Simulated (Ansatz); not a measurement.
# AlN (P6_3mc):Si_N, thermodynamic levels from a 72-atom cell

Wanted: the transition levels of a substitutional impurity in AlN (P6_3mc), from a cell of 72 host atoms with 1 N taken out and 1 Si put in.

Main program and level: Ansatz 0.2.0; place-levels on r2SCAN runs: charge-transition levels and formation energies with image-charge correction and potential alignment at the atomic sites; PAW set soft_1.

### 1. The starting structure

The cell holds 72 atoms: 36 Al, 35 N and 1 Si. Cell: a = 9.320 Å, b = 9.320 Å, c = 9.956 Å, α = 90.0°, β = 90.0°, γ = 120.0°. It derives from AlN (space group P6_3mc). Nearest the centre at fractional (0.556, 0.444, 0.440): Si35 at 0.00 Å, Al26 at 1.89 Å, Al58 at 1.89 Å, Al34 at 1.89 Å, Al33 at 1.90 Å, N28 at 3.07 Å, N32 at 3.07 Å, N60 at 3.07 Å.

Coordinates:

```xyz
72
Lattice="9.3196 0.0000 0.0000 -4.6598 8.0710 0.0000 0.0000 0.0000 9.9565" Properties=species:S:1:pos:R:3 pbc="T T T"
Al    1.5533    0.8968    2.4852
Al    0.0000    1.7936    4.9743
N     1.5533    0.8968    4.3848
N     0.0000    1.7936    1.8957
Al    1.5533    0.8968    7.4634
Al    0.0000    1.7936    9.9525
N     1.5533    0.8968    9.3631
N     0.0000    1.7936    6.8739
Al    0.0000    3.5871    2.4852
Al   -1.5533    4.4839    4.9743
N     0.0000    3.5871    4.3848
N    -1.5533    4.4839    1.8957
Al    0.0000    3.5871    7.4634
Al   -1.5533    4.4839    9.9525
N     0.0000    3.5871    9.3631
N    -1.5533    4.4839    6.8739
Al   -1.5533    6.2774    2.4852
Al   -3.1065    7.1742    4.9743
N    -1.5533    6.2774    4.3848
N    -3.1065    7.1742    1.8957
Al   -1.5533    6.2774    7.4634
Al   -3.1065    7.1742    9.9525
N    -1.5533    6.2774    9.3631
N    -3.1065    7.1742    6.8739
Al    4.6598    0.8968    2.4852
Al    3.1065    1.7936    4.9743
N     4.6598    0.8968    4.3848
N     3.1065    1.7936    1.8957
Al    4.6598    0.8968    7.4634
Al    3.1065    1.7936    9.9525
N     4.6598    0.8968    9.3631
N     3.1065    1.7936    6.8739
Al    3.1065    3.5871    2.4852
Al    1.5533    4.4839    4.9743
Si    3.1065    3.5871    4.3848
N     1.5533    4.4839    1.8957
Al    3.1065    3.5871    7.4634
Al    1.5533    4.4839    9.9525
N     3.1065    3.5871    9.3631
N     1.5533    4.4839    6.8739
Al    1.5533    6.2774    2.4852
Al    0.0000    7.1742    4.9743
N     1.5533    6.2774    4.3848
N     0.0000    7.1742    1.8957
Al    1.5533    6.2774    7.4634
Al    0.0000    7.1742    9.9525
N     1.5533    6.2774    9.3631
N     0.0000    7.1742    6.8739
Al    7.7663    0.8968    2.4852
Al    6.2130    1.7936    4.9743
N     7.7663    0.8968    4.3848
N     6.2130    1.7936    1.8957
Al    7.7663    0.8968    7.4634
Al    6.2130    1.7936    9.9525
N     7.7663    0.8968    9.3631
N     6.2130    1.7936    6.8739
Al    6.2130    3.5871    2.4852
Al    4.6598    4.4839    4.9743
N     6.2130    3.5871    4.3848
N     4.6598    4.4839    1.8957
Al    6.2130    3.5871    7.4634
Al    4.6598    4.4839    9.9525
N     6.2130    3.5871    9.3631
N     4.6598    4.4839    6.8739
Al    4.6598    6.2774    2.4852
Al    3.1065    7.1742    4.9743
N     4.6598    6.2774    4.3848
N     3.1065    7.1742    1.8957
Al    4.6598    6.2774    7.4634
Al    3.1065    7.1742    9.9525
N     4.6598    6.2774    9.3631
N     3.1065    7.1742    6.8739
```

Known beforehand: the electronic dielectric constant, (4.49, 4.49, 4.72), and the static one, (8.15, 8.15, 9.65), computed on the host (DFPT, PBEsol, on the r2SCAN cell), and a cell off the functional's own equilibrium shifts the ionic part.

The cell's shortest repeat is 9.3 Å.

### 2. Charge states

A transition level is the Fermi level at which two charge states cost the same, so each charge needs its own total energy, at its own relaxed structure.

Random displacements of about 0.05 Å break the site symmetry at the start, so that the relaxation can reach a distorted minimum if there is one. Forces are taken at one point at (¼, ¼, ¼). The cell holds 1 electron more than the neutral one, with a uniform background that keeps it neutral on the whole.

The sampling was tested on the host first: at the k-points planned (1x1x1 shifted 0.25 0.25 0.25) its energy lies -0.014 eV an atom from the dense-mesh value, under the bound of 0.02 eV set for this test; that bounds the host's error, not the defect's.

One of the inputs; charge, spin and start change from state to state.

qm1.relax/input.yaml

```yaml
crystal:
  lattice:
    - [9.31956554, 9.0e-08, 0.0]
    - [-4.65978284, 8.07098046, 0.0]
    - [0.0, 0.0, 9.95647772]
  atoms:
    - { symbol: Al, position: [0.22222222, 0.11111111, 0.24960167] }
    - { symbol: Al, position: [0.11111111, 0.22222222, 0.49960167] }
    - { symbol: "N", position: [0.22222222, 0.11111111, 0.44039833] }
    - { symbol: "N", position: [0.11111111, 0.22222222, 0.19039833] }
    - { symbol: Al, position: [0.22222222, 0.11111111, 0.74960167] }
    - { symbol: Al, position: [0.11111111, 0.22222222, 0.99960167] }
    - { symbol: "N", position: [0.22222222, 0.11111111, 0.94039833] }
    - { symbol: "N", position: [0.11111111, 0.22222222, 0.69039833] }
    - { symbol: Al, position: [0.22222222, 0.44444444, 0.24960167] }
    - { symbol: Al, position: [0.11111111, 0.55555556, 0.49960167] }
    - { symbol: "N", position: [0.22222222, 0.44444444, 0.44039833] }
    - { symbol: "N", position: [0.11111111, 0.55555556, 0.19039833] }
    - { symbol: Al, position: [0.22222222, 0.44444444, 0.74960167] }
    - { symbol: Al, position: [0.11111111, 0.55555556, 0.99960167] }
    - { symbol: "N", position: [0.22222222, 0.44444444, 0.94039833] }
    - { symbol: "N", position: [0.11111111, 0.55555556, 0.69039833] }
    - { symbol: Al, position: [0.22222222, 0.77777778, 0.24960167] }
    - { symbol: Al, position: [0.11111111, 0.88888889, 0.49960167] }
    - { symbol: "N", position: [0.22222222, 0.77777778, 0.44039833] }
    - { symbol: "N", position: [0.11111111, 0.88888889, 0.19039833] }
    - { symbol: Al, position: [0.22222222, 0.77777778, 0.74960167] }
    - { symbol: Al, position: [0.11111111, 0.88888889, 0.99960167] }
    - { symbol: "N", position: [0.22222222, 0.77777778, 0.94039833] }
    - { symbol: "N", position: [0.11111111, 0.88888889, 0.69039833] }
    - { symbol: Al, position: [0.55555556, 0.11111111, 0.24960167] }
    - { symbol: Al, position: [0.44444444, 0.22222222, 0.49960167] }
    - { symbol: "N", position: [0.55555556, 0.11111111, 0.44039833] }
    - { symbol: "N", position: [0.44444444, 0.22222222, 0.19039833] }
    - { symbol: Al, position: [0.55555556, 0.11111111, 0.74960167] }
    - { symbol: Al, position: [0.44444444, 0.22222222, 0.99960167] }
    - { symbol: "N", position: [0.55555556, 0.11111111, 0.94039833] }
    - { symbol: "N", position: [0.44444444, 0.22222222, 0.69039833] }
    - { symbol: Al, position: [0.55555556, 0.44444444, 0.24960167] }
    - { symbol: Al, position: [0.44444444, 0.55555556, 0.49960167] }
    - { symbol: Si, position: [0.55555556, 0.44444444, 0.44039833] }
    - { symbol: "N", position: [0.44444444, 0.55555556, 0.19039833] }
    - { symbol: Al, position: [0.55555556, 0.44444444, 0.74960167] }
    - { symbol: Al, position: [0.44444444, 0.55555556, 0.99960167] }
    - { symbol: "N", position: [0.55555556, 0.44444444, 0.94039833] }
    - { symbol: "N", position: [0.44444444, 0.55555556, 0.69039833] }
    - { symbol: Al, position: [0.55555556, 0.77777778, 0.24960167] }
    - { symbol: Al, position: [0.44444444, 0.88888889, 0.49960167] }
    - { symbol: "N", position: [0.55555556, 0.77777778, 0.44039833] }
    - { symbol: "N", position: [0.44444444, 0.88888889, 0.19039833] }
    - { symbol: Al, position: [0.55555556, 0.77777778, 0.74960167] }
    - { symbol: Al, position: [0.44444444, 0.88888889, 0.99960167] }
    - { symbol: "N", position: [0.55555556, 0.77777778, 0.94039833] }
    - { symbol: "N", position: [0.44444444, 0.88888889, 0.69039833] }
    - { symbol: Al, position: [0.88888889, 0.11111111, 0.24960167] }
    - { symbol: Al, position: [0.77777778, 0.22222222, 0.49960167] }
    - { symbol: "N", position: [0.88888889, 0.11111111, 0.44039833] }
    - { symbol: "N", position: [0.77777778, 0.22222222, 0.19039833] }
    - { symbol: Al, position: [0.88888889, 0.11111111, 0.74960167] }
    - { symbol: Al, position: [0.77777778, 0.22222222, 0.99960167] }
    - { symbol: "N", position: [0.88888889, 0.11111111, 0.94039833] }
    - { symbol: "N", position: [0.77777778, 0.22222222, 0.69039833] }
    - { symbol: Al, position: [0.88888889, 0.44444444, 0.24960167] }
    - { symbol: Al, position: [0.77777778, 0.55555556, 0.49960167] }
    - { symbol: "N", position: [0.88888889, 0.44444444, 0.44039833] }
    - { symbol: "N", position: [0.77777778, 0.55555556, 0.19039833] }
    - { symbol: Al, position: [0.88888889, 0.44444444, 0.74960167] }
    - { symbol: Al, position: [0.77777778, 0.55555556, 0.99960167] }
    - { symbol: "N", position: [0.88888889, 0.44444444, 0.94039833] }
    - { symbol: "N", position: [0.77777778, 0.55555556, 0.69039833] }
    - { symbol: Al, position: [0.88888889, 0.77777778, 0.24960167] }
    - { symbol: Al, position: [0.77777778, 0.88888889, 0.49960167] }
    - { symbol: "N", position: [0.88888889, 0.77777778, 0.44039833] }
    - { symbol: "N", position: [0.77777778, 0.88888889, 0.19039833] }
    - { symbol: Al, position: [0.88888889, 0.77777778, 0.74960167] }
    - { symbol: Al, position: [0.77777778, 0.88888889, 0.99960167] }
    - { symbol: "N", position: [0.88888889, 0.77777778, 0.94039833] }
    - { symbol: "N", position: [0.77777778, 0.88888889, 0.69039833] }
  host:
    repeats: [3, 3, 2]
    atoms:
      - { symbol: Al, position: [0.66666667, 0.33333333, 0.49920333] }
      - { symbol: Al, position: [0.33333333, 0.66666667, 0.99920333] }
      - { symbol: "N", position: [0.66666667, 0.33333333, 0.88079667] }
      - { symbol: "N", position: [0.33333333, 0.66666667, 0.38079667] }
total_charge: -1
basis:
  ecutwfc: 500
  xc_grid: 2
hamiltonian:
  xc: r2scan
  pseudopotentials: { kind: paw, azcp: { folder: soft_1 } }
kpoints:
  mp_grid: { grid: [1, 1, 1], shift: [0.25, 0.25, 0.25] }
scf:
  occupations: { method: fixed }
  max_iter: 60
output:
  forces: true
  charged_corrections:
    epsilon: [4.49, 4.49, 4.72]
    static_epsilon: [8.15, 8.15, 9.65]
    defect_position: [0.555556, 0.444444, 0.440398]
relax:
  f_tol: 0.02
  max_steps: 80
  random_displacement: { amplitude: 0.05, seed: 4855 }
checkpoint:
  write: "../qm1.relax.run"
  compress: false
  write_wavefunctions: true
  write_every: 100000
```

The run is started by

```sh
$ ansatz run input.yaml --threads 4 --pin off --max-ram 7536MiB --backend cpu --events-out ev --progress --plain --runs-dir out
```

The relaxed structure is kept and the sampling changed to a 2×2×2 shifted mesh.

The run of this state that the levels use, under r2SCAN:

qm1.point/input.yaml

```yaml
crystal:
  checkpoint: "../qm1.relax.run"
  host: checkpoint
total_charge: -1
basis:
  ecutwfc: 500
  xc_grid: 2
hamiltonian:
  xc: r2scan
  pseudopotentials: { kind: paw, azcp: { folder: soft_1 } }
kpoints:
  mp_grid: { grid: [2, 2, 2], shift: [0.5, 0.5, 0.5] }
scf:
  occupations: { method: fermi_dirac, width: 0.01 }
  max_iter: 60
output:
  forces: true
  eigenvalues: true
  charged_corrections:
    epsilon: [4.49, 4.49, 4.72]
    static_epsilon: [8.15, 8.15, 9.65]
    defect_position: [0.555556, 0.444444, 0.440398]
  eigenstates: { localisation: true }
  populations: true
  band_densities: [{ bands: [v1, v1] }, { bands: [c1, c1] }]
  write_density: true
  write_potential: true
  volumetric_format: npy
checkpoint:
  read: "../qm1.relax.run"
  write: "../qm1.point.run"
  compress: false
  write_wavefunctions: false
  write_every: 100000
```

Relaxations under r2SCAN at one point at (¼, ¼, ¼); times on 4 threads of Arm Neoverse V1, shared host:

```csv
charge,moment (μB),occupations,outcome,steps,largest displacement against the far atoms (Å),time
−1,0,fixed,converged,7,0.36,96 s
0,1,fixed,converged,11,0.47,6.7 min
+1,0,fixed,not converged,-,-,55 s
+1,0,fermi-dirac,converged,15,0.80,3.6 min
+1,2,fixed,converged,13,0.70,6.5 min
```

Single points under r2SCAN at a 2×2×2 shifted mesh; times on 4 threads of Arm Neoverse V1, shared host:

```csv
charge,moment (μB),occupations,outcome,time
−1,0,fermi-dirac,converged,88 s
0,1,fermi-dirac,converged,3.3 min
+1,0,fermi-dirac,converged,85 s
+1,2,fermi-dirac,converged,4 min
```

Distances (Å) from Si35 to the nearest atoms after relaxation with r2SCAN:

```csv
charge,moment (μB),1.,2.,3.,4.,5.,6.
−1,0,Al 2.17,Al 2.17,Al 2.17,Al 2.22,Al 2.95,N 3.18
0,1,Al 2.22,Al 2.22,Al 2.24,Al 2.25,N 3.09,N 3.12
+1,0,Al 2.23,Al 2.31,Al 2.31,Al 2.31,N 2.39,N 3.04
+1,2,Al 2.25,Al 2.25,Al 2.30,Al 2.38,N 3.00,N 3.02
```

[end of part 1 of 2]

[Logs are printed without paths, hosts, clocks, repeated set-up lines and the standing remarks that a program may print on its own settings, such as how far it seeks lower states.]

[Hosts, paths, dates, database ids (printed as entryN), source tags and the programs' standing remarks are cut or masked in the printed files.]

[Where a table of states has a column of steps, it counts the stored structures, which are thinned; the runs took as many ionic steps or more.]

[A defect's name tells the site on which it was built; relaxed atoms can leave that site.]

[For some hosts the program warned that the k-mesh of the response run may be too coarse for force constants and the static dielectric constant; such warnings are not shown here.]
